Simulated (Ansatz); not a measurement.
# Dielectric response of NaH (001) films, part 2 of 3

Wanted: ε of rocksalt NaH (001) by finite fields on slabs, and the band edges against the vacuum where run.

Ansatz 0.2.0; plane-wave DFT, PBE, Ansatz PAW (set soft_1); PAW set soft_1 (the session's first sound run).

So far, gap on the k-mesh (eV): step 2 (relaxing the film, 6 atoms, units 3) 3.22; step 10 (relaxing the film, 10 atoms, units 5) 3.33; step 11 (the relaxed film, single point, 10 atoms, units 5) 3.33; step 12 (single point, 10 atoms, units 5, field 0.1 V/Å) 2.89; step 13 (atoms held, 10 atoms, units 5, field -0.1 V/Å) 2.89.

**14. Response with the atoms held, 10 atoms, units 5**

This step: plane-wave DFT, PBE, Ansatz PAW (set soft_1); response to a field along the normal, atoms held; PAW set soft_1 (Ansatz 0.2.0).

Local field over the applied field, running mean. From the potentials at -0.1 and 0.1 V/Å; running mean over 2.44 Å, taken twice. The local field over applied field by z:

z (Å), local field over applied field and a bar from the least value:
```
      4.5      0.995 ##############################
      5.0      0.988 ##############################
      5.5      0.971 #############################
      6.0      0.937 ###########################
      6.5      0.875 #########################
      7.0      0.781 #####################
      7.5      0.662 ################
      8.0      0.538 ##########
      8.5      0.430 ######
      9.0      0.352 ##
      9.5      0.312 
     10.0      0.300 
     10.5      0.304 
     11.0      0.311 
     11.5      0.317 #
     12.0      0.320 #
     12.5      0.321 #
     13.0      0.322 #
     13.5      0.322 #
     14.0      0.322 #
     14.5      0.322 #
     15.0      0.321 #
     15.5      0.321 #
     16.0      0.318 #
     16.5      0.314 #
     17.0      0.308 
     17.5      0.301 
     18.0      0.303 
     18.5      0.326 #
     19.0      0.385 ####
     19.5      0.479 ########
     20.0      0.597 #############
     20.5      0.721 ##################
     21.0      0.830 #######################
     21.5      0.909 ##########################
     22.0      0.956 ############################
     22.5      0.981 #############################
     23.0      0.992 ##############################
     23.5      0.997 ##############################
```

The induced dipole is that of a conductor 8.82 Å thick.

**15. Relaxing in the field, 10 atoms, units 5, field 0.05 V/Å**

This step: plane-wave DFT, PBE, Ansatz PAW (set soft_1); PAW set soft_1 (Ansatz 0.2.0).

The same pair of relaxations in the field for this thickness.

input.yaml

```yaml
crystal:
  lattice:
    - [3.45068109, 0.0, 0.0]
    - [0.0, 3.45068109, 0.0]
    - [0.0, 0.0, 27.76]
  atoms:
    - { symbol: Na, position: [0.5, 0.5, 0.3276200744] }
    - { symbol: H, position: [0.0, 0.0, 0.3266277171] }
    - { symbol: Na, position: [0.0, 0.0, 0.4134346597] }
    - { symbol: H, position: [0.5, 0.5, 0.4135239531] }
    - { symbol: Na, position: [0.5, 0.5, 0.5000000004] }
    - { symbol: H, position: [0.0, 0.0, 0.5] }
    - { symbol: Na, position: [0.0, 0.0, 0.586565341] }
    - { symbol: H, position: [0.5, 0.5, 0.5864760466] }
    - { symbol: Na, position: [0.5, 0.5, 0.6723799257] }
    - { symbol: H, position: [0.0, 0.0, 0.673372282] }
kpoints:
  mp_grid: { grid: [8, 8, 1] }
hamiltonian:
  xc: pbe
  pseudopotentials: { kind: paw, azcp: { folder: soft_1 } }
scf:
  occupations: { method: fixed }
  convergence: { dr2_threshold: 1.0e-10 }
efield:
  axis: 3
  dipole_correction: true
  ramp_position: 0.97
  ramp_width: 0.06
  amplitude: 0.05
relax:
  f_tol: 0.0006
  max_steps: 70
output:
  write_potential: true
  write_density: true
  volumetric_format: npy
```

Command:

```sh
$ ansatz run input.yaml --threads 4 --pin off --max-ram 8192MiB --backend cpu --events-out ev --progress --plain --runs-dir out
```

Elapsed: 12 s, on 4 threads of Intel Xeon Platinum 8259CL at 2.50GHz (Skylake/Cascade Lake), shared host; peak memory 0.65 GiB.

Hardly anything moved in the relaxation; the energy changed by under 0.2 meV an atom.

The relaxation took 4 steps and lowered the energy by 2.4e-4 eV; the largest force on the free atoms ends at 5.6e-4 eV/Å.

The dipole is 0.0388 e·Å, and the gap on the mesh 3.256 eV.

**16. Relaxing in the field, 10 atoms, units 5, field -0.05 V/Å**

Changes to input.yaml since step 15:

```diff
@@ -29,3 +29,3 @@
   ramp_width: 0.06
-  amplitude: 0.05
+  amplitude: -0.05
 relax:
```

The job ended after 12 s (4 threads; peak memory 0.65 GiB).

Hardly anything moved in the relaxation; the energy changed by under 0.2 meV an atom.

The relaxation took 4 steps and lowered the energy by 2.4e-4 eV; the largest force on the free atoms ends at 5.6e-4 eV/Å.

The dipole is -0.0388 e·Å, and the gap on the mesh 3.256 eV.

**17. Response with the atoms relaxed, 10 atoms, units 5**

This step: plane-wave DFT, PBE, Ansatz PAW (set soft_1); response to a field along the normal, atoms relaxed; PAW set soft_1 (Ansatz 0.2.0).

Local field over the applied field, running mean. From the potentials at -0.05 and 0.05 V/Å; running mean over 2.44 Å, taken twice. Local field over applied field against z:

| z (Å) | local field over applied field |
| --- | --- |
| 4.5 | 0.996 |
| 5.0 | 0.990 |
| 5.5 | 0.975 |
| 6.0 | 0.948 |
| 6.5 | 0.913 |
| 7.0 | 0.766 |
| 7.5 | 0.550 |
| 8.0 | 0.355 |
| 8.5 | 0.174 |
| 9.0 | 0.00667 |
| 9.5 | -0.0229 |
| 10.0 | 0.0314 |
| 10.5 | 0.0689 |
| 11.0 | 0.107 |
| 11.5 | 0.138 |
| 12.0 | 0.136 |
| 12.5 | 0.118 |
| 13.0 | 0.106 |
| 13.5 | 0.0887 |
| 14.0 | 0.0818 |
| 14.5 | 0.0983 |
| 15.0 | 0.112 |
| 15.5 | 0.125 |
| 16.0 | 0.142 |
| 16.5 | 0.126 |
| 17.0 | 0.0883 |
| 17.5 | 0.0505 |
| 18.0 | 0.00947 |
| 18.5 | -0.0319 |
| 19.0 | 0.0770 |
| 19.5 | 0.261 |
| 20.0 | 0.448 |
| 20.5 | 0.651 |
| 21.0 | 0.854 |
| 21.5 | 0.937 |
| 22.0 | 0.962 |
| 22.5 | 0.984 |
| 23.0 | 0.994 |
| 23.5 | 0.997 |

The induced dipole is that of a conductor 11.80 Å thick.

**18. Relaxing the film, 16 atoms, units 8**

This step: plane-wave DFT, PBE, Ansatz PAW (set soft_1); PAW set soft_1 (Ansatz 0.2.0).

System of this step: NaH (001), 8 units. The cell holds 16 atoms: 8 Na and 8 H. Cell: a = 3.451 Å, b = 3.451 Å, c = 35.080 Å, α = 90.0°, β = 90.0°, γ = 90.0°. It derives from NaH (rocksalt NaH). Vacuum lies along c.

input.yaml

```yaml
crystal:
  lattice:
    - [3.45068109, 0.0, 0.0]
    - [0.0, 3.45068109, 0.0]
    - [0.0, 0.0, 35.08]
  atoms:
    - { symbol: Na, position: [0.5, 0.5, 0.2565564424] }
    - { symbol: H, position: [0.0, 0.0, 0.2565564424] }
    - { symbol: Na, position: [0.0, 0.0, 0.3261117446] }
    - { symbol: H, position: [0.5, 0.5, 0.3261117446] }
    - { symbol: Na, position: [0.5, 0.5, 0.3956670468] }
    - { symbol: H, position: [0.0, 0.0, 0.3956670468] }
    - { symbol: Na, position: [0.0, 0.0, 0.4652223489] }
    - { symbol: H, position: [0.5, 0.5, 0.4652223489] }
    - { symbol: Na, position: [0.5, 0.5, 0.5347776511] }
    - { symbol: H, position: [0.0, 0.0, 0.5347776511] }
    - { symbol: Na, position: [0.0, 0.0, 0.6043329532] }
    - { symbol: H, position: [0.5, 0.5, 0.6043329532] }
    - { symbol: Na, position: [0.5, 0.5, 0.6738882554] }
    - { symbol: H, position: [0.0, 0.0, 0.6738882554] }
    - { symbol: Na, position: [0.0, 0.0, 0.7434435576] }
    - { symbol: H, position: [0.5, 0.5, 0.7434435576] }
kpoints:
  mp_grid: { grid: [8, 8, 1] }
hamiltonian:
  xc: pbe
  pseudopotentials: { kind: paw, azcp: { folder: soft_1 } }
scf:
  occupations: { method: fixed }
  convergence: { dr2_threshold: 1.0e-09 }
efield:
  axis: 3
  dipole_correction: true
  ramp_position: 0.97
  ramp_width: 0.06
relax:
  f_tol: 0.003
  max_steps: 100
output:
  write_potential: true
  write_density: true
  volumetric_format: npy
```

Run time: 27 s. Hardware: 4 threads; peak memory 0.92 GiB.

Step by step:

| step | energy less that of the first step (eV) | largest force component (eV/Å) |
| --- | --- | --- |
| 1 | 0.0000 | 0.0839 |
| 2 | 0.0181 | 0.1999 |
| 3 | -0.0065 | 0.0163 |
| 4 | -0.0086 | 0.0118 |
| 5 | -0.0089 | 0.0025 |

Relaxation step 2 was tried and not accepted.

Forces are held to the 8 operations that the run works with; a distortion that breaks them can't arise in this run.

The atoms that moved most (Å):

| atom | dx | dy | dz | length |
| --- | --- | --- | --- | --- |
| Na1 | 0.000 | 0.000 | 0.153 | 0.153 |
| Na15 | 0.000 | 0.000 | -0.153 | 0.153 |
| H2 | 0.000 | 0.000 | 0.124 | 0.124 |
| H16 | 0.000 | 0.000 | -0.124 | 0.124 |
| H4 | 0.000 | 0.000 | 0.097 | 0.097 |
| H14 | 0.000 | 0.000 | -0.097 | 0.097 |
| Na3 | 0.000 | 0.000 | 0.094 | 0.094 |
| Na13 | 0.000 | 0.000 | -0.094 | 0.094 |

Running mean over 2.44 Å of the planar mean; the ramp of the sawtooth is left out. The electron's electrostatic potential energy less the highest filled level by z:

| z (Å) | electron's electrostatic potential energy less the highest filled level (eV) |
| --- | --- |
| 4 | 4.23 |
| 5 | 4.23 |
| 6 | 4.22 |
| 7 | 4.04 |
| 8 | 1.62 |
| 9 | -0.174 |
| 10 | -0.387 |
| 11 | -0.276 |
| 12 | -0.249 |
| 13 | -0.349 |
| 14 | -0.235 |
| 15 | -0.372 |
| 16 | -0.242 |
| 17 | -0.281 |
| 18 | -0.299 |
| 19 | -0.239 |
| 20 | -0.382 |
| 21 | -0.236 |
| 22 | -0.327 |
| 23 | -0.259 |
| 24 | -0.262 |
| 25 | -0.416 |
| 26 | -0.196 |
| 27 | 1.29 |
| 28 | 3.99 |
| 29 | 4.21 |
| 30 | 4.23 |
| 31 | 4.23 |

The relaxation took 5 steps and lowered the energy by 0.0089 eV; the largest force on the free atoms ends at 0.0025 eV/Å.

The gap is 3.36 eV, with the valence edge 4.23 eV and the conduction edge 0.87 eV under the upper vacuum level.

**19. The series together**

Times are for 4 threads of Intel Xeon Platinum 8259CL at 2.50GHz (Skylake/Cascade Lake), shared host. The runs compared:

| no. | units | gap by band count (eV) | ionisation energy, upper face (eV) | electron affinity, upper face (eV) | time | memory (GiB) |
| --- | --- | --- | --- | --- | --- | --- |
| 1 | 3 | 3.220 | 4.188 | 0.9678 | 12 s | 0.54 |
| 2 | 5 | 3.334 | 4.223 | 0.8885 | 14 s | 0.69 |
| 3 | 8 | 3.360 | 4.234 | 0.8743 | 27 s | 0.92 |

The valence density, planar mean (3) oscillates, so the rows of the table below give means over windows of 1 Å about each position, cut where the curve ends. Its maxima inside the range that stand out by 2 % of the span (Å: e/Å³): 9.0: 1.09, 11.4: 1.11, 13.9: 1.09. Its minima: 10.3: 0.0404, 12.6: 0.0404.

The runs together. Valence density, planar mean against z; means over each step:

| z (Å) | 3 (e/Å³) | 5 (e/Å³) | 8 (e/Å³) |
| --- | --- | --- | --- |
| 5 | 2.5e-5 | 2.3e-5 | 2.0e-5 |
| 6 | 2.9e-4 | 2.7e-4 | 2.3e-4 |
| 7 | 0.00321 | 0.00297 | 0.00257 |
| 8 | 0.0488 | 0.0440 | 0.0351 |
| 9 | 0.708 | 0.695 | 0.675 |
| 10 | 0.0906 | 0.107 | 0.134 |
| 11 | 0.471 | 0.434 | 0.378 |
| 12 | 0.352 | 0.389 | 0.445 |
| 13 | 0.140 | 0.114 | 0.0939 |
| 14 | 0.672 | 0.693 | 0.706 |
| 15 | 0.0313 | 0.0615 | 0.0681 |
| 16 | 0.00242 | 0.604 | 0.559 |
| 17 | 2.2e-4 | 0.215 | 0.261 |
| 18 | 1.8e-5 | 0.255 | 0.197 |
| 19 | 1.5e-6 | 0.562 | 0.621 |
| 20 | 0 | 0.0197 | 0.0593 |
| 21 | 0 | 0.00168 | 0.681 |
| 22 | 0 | 1.5e-4 | 0.129 |

**20. Single point on the relaxed film, 16 atoms, units 8**

input.yaml

```yaml
crystal:
  lattice:
    - [3.45068109, 0.0, 0.0]
    - [0.0, 3.45068109, 0.0]
    - [0.0, 0.0, 35.08]
  atoms:
    - { symbol: Na, position: [0.5, 0.5, 0.2609091197] }
    - { symbol: H, position: [0.0, 0.0, 0.2600894278] }
    - { symbol: Na, position: [0.0, 0.0, 0.3287946717] }
    - { symbol: H, position: [0.5, 0.5, 0.3288716913] }
    - { symbol: Na, position: [0.5, 0.5, 0.3972790728] }
    - { symbol: H, position: [0.0, 0.0, 0.3972755847] }
    - { symbol: Na, position: [0.0, 0.0, 0.4657748899] }
    - { symbol: H, position: [0.5, 0.5, 0.4657714218] }
    - { symbol: Na, position: [0.5, 0.5, 0.5342251095] }
    - { symbol: H, position: [0.0, 0.0, 0.5342285758] }
    - { symbol: Na, position: [0.0, 0.0, 0.6027209273] }
    - { symbol: H, position: [0.5, 0.5, 0.602724414] }
    - { symbol: Na, position: [0.5, 0.5, 0.6712053293] }
    - { symbol: H, position: [0.0, 0.0, 0.6711283088] }
    - { symbol: Na, position: [0.0, 0.0, 0.7390908822] }
    - { symbol: H, position: [0.5, 0.5, 0.7399105735] }
kpoints:
  mp_grid: { grid: [8, 8, 1] }
hamiltonian:
  xc: pbe
  pseudopotentials: { kind: paw, azcp: { folder: soft_1 } }
scf:
  occupations: { method: fixed }
  convergence: { dr2_threshold: 1.0e-09 }
efield:
  axis: 3
  dipole_correction: true
  ramp_position: 0.97
  ramp_width: 0.06
output:
  eigenvalues: true
  dos: { projected: true, e_range: [-7, 7] }
  write_potential: true
  write_density: true
  volumetric_format: npy
checkpoint:
  write: end8.run
  compress: false
  write_wavefunctions: false
```

It took 10 s on 4 threads; peak memory 0.98 GiB.

Running mean over 2.44 Å of the planar mean; the ramp of the sawtooth is left out. Table of electron's electrostatic potential energy less the highest filled level by z:

| z (Å) | electron's electrostatic potential energy less the highest filled level (eV) |
| --- | --- |
| 4 | 4.23 |
| 5 | 4.23 |
| 6 | 4.22 |
| 7 | 4.04 |
| 8 | 1.62 |
| 9 | -0.174 |
| 10 | -0.387 |
| 11 | -0.276 |
| 12 | -0.250 |
| 13 | -0.349 |
| 14 | -0.236 |
| 15 | -0.372 |
| 16 | -0.243 |
| 17 | -0.281 |
| 18 | -0.299 |
| 19 | -0.240 |
| 20 | -0.382 |
| 21 | -0.236 |
| 22 | -0.327 |
| 23 | -0.259 |
| 24 | -0.263 |
| 25 | -0.416 |
| 26 | -0.196 |
| 27 | 1.29 |
| 28 | 3.99 |
| 29 | 4.21 |
| 30 | 4.23 |
| 31 | 4.23 |

The gap is 3.36 eV, with the valence edge 4.23 eV and the conduction edge 0.87 eV under the upper vacuum level.

**21. Atoms held, 16 atoms, units 8, field 0.1 V/Å**

Changes to input.yaml since step 20:

```diff
@@ -29,3 +29,3 @@
   occupations: { method: fixed }
-  convergence: { dr2_threshold: 1.0e-09 }
+  convergence: { dr2_threshold: 1.0e-10 }
 efield:
@@ -35,5 +35,4 @@
   ramp_width: 0.06
+  amplitude: 0.1
 output:
-  eigenvalues: true
-  dos: { projected: true, e_range: [-7, 7] }
   write_potential: true
@@ -41,5 +40 @@
   volumetric_format: npy
-checkpoint:
-  write: end8.run
-  compress: false
-  write_wavefunctions: false
```

The job ended after 11 s (4 threads; peak memory 0.95 GiB; 43 s of CPU time).

The dipole is 0.0902 e·Å, and the gap on the mesh 2.665 eV.

**22. Single point, 16 atoms, units 8, field -0.1 V/Å**

Changes to input.yaml since step 21:

```diff
@@ -35,3 +35,3 @@
   ramp_width: 0.06
-  amplitude: 0.1
+  amplitude: -0.1
 output:
```

It took 12 s on 4 threads; peak memory 0.95 GiB.

The dipole is -0.0902 e·Å, and the gap on the mesh 2.665 eV.

**23. Response with the atoms held, 16 atoms, units 8**

This step: plane-wave DFT, PBE, Ansatz PAW (set soft_1); response to a field along the normal, atoms held; PAW set soft_1 (Ansatz 0.2.0).

Local field over the applied field, running mean. From the potentials at -0.1 and 0.1 V/Å; running mean over 2.44 Å, taken twice. Local field over applied field against z:

z (Å), local field over applied field and a bar from the least value:
```
      4.5      0.996 ##############################
      5.0      0.989 ##############################
      5.5      0.974 #############################
      6.0      0.943 ############################
      6.5      0.884 #########################
      7.0      0.793 #####################
      7.5      0.676 ################
      8.0      0.552 ###########
      8.5      0.441 ######
      9.0      0.360 ###
      9.5      0.314 #
     10.0      0.301 
     10.5      0.304 
     11.0      0.311 
     11.5      0.316 #
     12.0      0.319 #
     12.5      0.321 #
     13.0      0.322 #
     13.5      0.322 #
     14.0      0.322 #
     14.5      0.322 #
     15.0      0.322 #
     15.5      0.322 #
     16.0      0.322 #
     16.5      0.322 #
     17.0      0.322 #
     17.5      0.322 #
     18.0      0.322 #
     18.5      0.322 #
     19.0      0.322 #
     19.5      0.322 #
     20.0      0.322 #
     20.5      0.322 #
     21.0      0.322 #
     21.5      0.322 #
     22.0      0.322 #
     22.5      0.321 #
     23.0      0.320 #
     23.5      0.317 #
     24.0      0.312 
     24.5      0.305 
     25.0      0.300 
     25.5      0.311 
     26.0      0.350 ##
     26.5      0.426 #####
     27.0      0.533 ##########
     27.5      0.657 ###############
     28.0      0.776 #####################
     28.5      0.872 #########################
     29.0      0.935 ###########################
     29.5      0.970 #############################
     30.0      0.987 ##############################
     30.5      0.995 ##############################
```

The induced dipole is that of a conductor 13.70 Å thick.

**24. Relaxing in the field, 16 atoms, units 8, field 0.05 V/Å**

This step: plane-wave DFT, PBE, Ansatz PAW (set soft_1); PAW set soft_1 (Ansatz 0.2.0).

Changes to input.yaml since step 22:

```diff
@@ -35,3 +35,6 @@
   ramp_width: 0.06
-  amplitude: -0.1
+  amplitude: 0.05
+relax:
+  f_tol: 0.0006
+  max_steps: 70
 output:
```

It took 31 s on 4 threads; peak memory 0.89 GiB; 2 min of CPU time.

The relaxation took 6 steps and lowered the energy by 3.8e-4 eV; the largest force on the free atoms ends at 4.5e-5 eV/Å.

The dipole is 0.0599 e·Å, and the gap on the mesh 3.221 eV.

**25. Field on, atoms free, 16 atoms, units 8, field -0.05 V/Å**

Changes to input.yaml since step 24:

```diff
@@ -35,3 +35,3 @@
   ramp_width: 0.06
-  amplitude: 0.05
+  amplitude: -0.05
 relax:
```

The job ended after 23 s (4 threads; peak memory 0.88 GiB).

The relaxation took 4 steps and lowered the energy by 3.8e-4 eV; the largest force on the free atoms ends at 7.6e-5 eV/Å.

The dipole is -0.0599 e·Å, and the gap on the mesh 3.222 eV.

**26. Response with the atoms relaxed, 16 atoms, units 8**

This step: plane-wave DFT, PBE, Ansatz PAW (set soft_1); response to a field along the normal, atoms relaxed; PAW set soft_1 (Ansatz 0.2.0).

Local field over the applied field, running mean. From the potentials at -0.05 and 0.05 V/Å; running mean over 2.44 Å, taken twice. Local field over applied field against z:

| z (Å) | local field over applied field |
| --- | --- |
| 5 | 0.991 |
| 6 | 0.950 |
| 7 | 0.787 |
| 8 | 0.380 |
| 9 | 0.0327 |
| 10 | 0.0274 |
| 11 | 0.0924 |
| 12 | 0.129 |
| 13 | 0.114 |
| 14 | 0.104 |
| 15 | 0.106 |
| 16 | 0.107 |
| 17 | 0.108 |
| 18 | 0.108 |
| 19 | 0.107 |
| 20 | 0.106 |
| 21 | 0.104 |
| 22 | 0.113 |
| 23 | 0.128 |
| 24 | 0.0973 |
| 25 | 0.0321 |
| 26 | 0.00665 |
| 27 | 0.350 |
| 28 | 0.757 |
| 29 | 0.947 |
| 30 | 0.989 |

The induced dipole is that of a conductor 18.22 Å thick.

**27. Electronic ε from the series**

This step: plane-wave DFT, PBE, Ansatz PAW (set soft_1); permittivity from the thickness series, atoms held; PAW set soft_1 (Ansatz 0.2.0).

Each added layer adds t(1 − 1/ε) to the dipole term, so the slope against thickness gives ε without a choice of where the film ends.

This step gave:

```yaml
slope: 0.6777
intercept_of_the_fit: 2.295 Å
eps_of_the_interior: 3.103
```

The equivalent conductor thickness by distance between the outer atoms:

| distance between the outer atoms (Å) | equivalent conductor thickness (Å) |
| --- | --- |
| 4.82 | 5.56 |
| 9.63 | 8.82 |
| 16.83 | 13.7 |

By hand, from the thinnest and the thickest film: slope = (13.702 − 5.563) / (16.832 − 4.824) = 0.678, so ε = 1/(1 − 0.678) = 3.10.

**28. Static ε from the series**

This step: plane-wave DFT, PBE, Ansatz PAW (set soft_1); permittivity from the thickness series, atoms relaxed; PAW set soft_1 (Ansatz 0.2.0).

The same fit for the relaxed films. The nearer its slope lies to 1, the more ε hangs on small errors.

This step gave:

```
slope                : 0.8917
intercept of the fit : 3.211 Å
ε of the interior    : 9.232
```

Equivalent conductor thickness against distance between the outer atoms:

| distance between the outer atoms (Å) | equivalent conductor thickness (Å) |
| --- | --- |
| 4.82 | 7.51 |
| 9.63 | 11.8 |
| 16.83 | 18.2 |

By hand, from the thinnest and the thickest film: slope = (18.220 − 7.509) / (16.832 − 4.821) = 0.892, so ε = 1/(1 − 0.892) = 9.24. One nm of such a film has the capacitance of 3.9/9.24 = 0.42 nm of SiO₂ (its equivalent oxide thickness).

(Part 2 of 3 ends here.)

[Logs are printed without paths, hosts, clocks, repeated set-up lines and the standing remarks that a program may print on its own settings, such as how far it seeks lower states.]

[Hosts, paths, dates, database ids (printed as entryN), source tags and the programs' standing remarks are cut or masked in the printed files.]

[Maps of the electrostatic potential energy from Ansatz leave out the sawtooth potential of an applied field or a dipole correction, so their vacuum need not be flat; planar profiles and work functions include it.]
